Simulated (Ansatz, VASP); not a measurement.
**Si in VASP and in Ansatz**

File POSCAR:

```
Si
1.0
    0.0000000000      1.9108305409      1.9108305409
    1.9108305409      0.0000000000      1.9108305409
    1.9108305409      1.9108305409      0.0000000000
Si
1
Direct
    0.0000000000      0.0000000000      0.0000000000
```

File INCAR.step1:

```
SYSTEM = Si
ALGO     = Normal         ! electronic algorithm
EDIFF    = 1E-4           ! SCF threshold, eV
ENCUT    = 520            ! plane-wave cutoff, eV
GGA      = PE             ! functional
ISMEAR   = 0              ! smearing method
LASPH    = .True.         ! aspherical terms in the spheres
LCHARG   = .False.        ! write CHGCAR
LREAL    = .False.        ! projectors in reciprocal space
LWAVE    = .True.         ! write WAVECAR
NBANDS   = 8              ! bands
NELM     = 60             ! most SCF steps
PREC     = Accurate       ! precision mode
SIGMA    = 0.1            ! smearing width, eV
```

Contents of INCAR.step2:

```
SYSTEM = Si
ALGO     = Normal         ! electronic algorithm
EDIFF    = 1E-6           ! SCF threshold, eV
ENCUT    = 520            ! plane-wave cutoff, eV
ISIF     = 2              ! what is computed and relaxed
ISMEAR   = 0              ! smearing method
ISTART   = 1            
LASPH    = .True.         ! aspherical terms in the spheres
LCHARG   = .True.         ! write CHGCAR
LELF     = .True.         ! ELF
LMIXTAU  = .True.       
LREAL    = .False.        ! projectors in reciprocal space
LVHAR    = .True.       
LWAVE    = .False.        ! write WAVECAR
METAGGA  = R2SCAN         ! meta-GGA
NBANDS   = 8              ! bands
NELM     = 60             ! most SCF steps
PREC     = Accurate       ! precision mode
SIGMA    = 0.1            ! smearing width, eV
```

The input KPOINTS:

```
k-points
0
Gamma
  8 8 8
  0 0 0
```

Input for Ansatz:

```yaml
crystal:
  lattice:
    - [0.0, 1.9108305409, 1.9108305409]
    - [1.9108305409, 0.0, 1.9108305409]
    - [1.9108305409, 1.9108305409, 0.0]
  atoms:
    - { symbol: Si, position: [0.0, 0.0, 0.0] }
basis:
  ecutwfc: 500
kpoints:
  mp_grid: { grid: [8, 8, 8] }
hamiltonian:
  xc: r2scan
scf:
  occupations: { method: gaussian, width: 0.1 }
output:
  forces: true
  stress: true
  eigenvalues: true
```

This isn't the form of Si at room conditions, which is diamond.

Alike in both runs: task single point; functional r2SCAN; k mesh 8 × 8 × 8; occupations gaussian, width 0.1 eV; no spin polarisation.

|  | VASP | Ansatz |
| --- | --- | --- |
| version | VASP 6.6.1 | Ansatz 0.2.0 |
| potentials or method | VASP PAW PBE potentials, release 64 (Si) | scalar-relativistic, plane waves, PAW |
| plane-wave cutoff (eV) | 520 | 500 |
| valence electrons in the cell | 4 | 4 |

Ansatz gave:

* gap on the k mesh at the Fermi level (eV): none
* pressure (GPa): -2.3

Task: What did VASP give for the same quantities?

Result: gap on the k mesh at the Fermi level (eV): none; pressure (GPa): -2.2.

A gap of «none» marks a metal or a gap that the smearing closes. The functional is the same, so the differences come from potentials, cutoffs and numerics.

Caveats: the PAW data sets were made with another functional, which shifts forces and pressure a little (VASP).
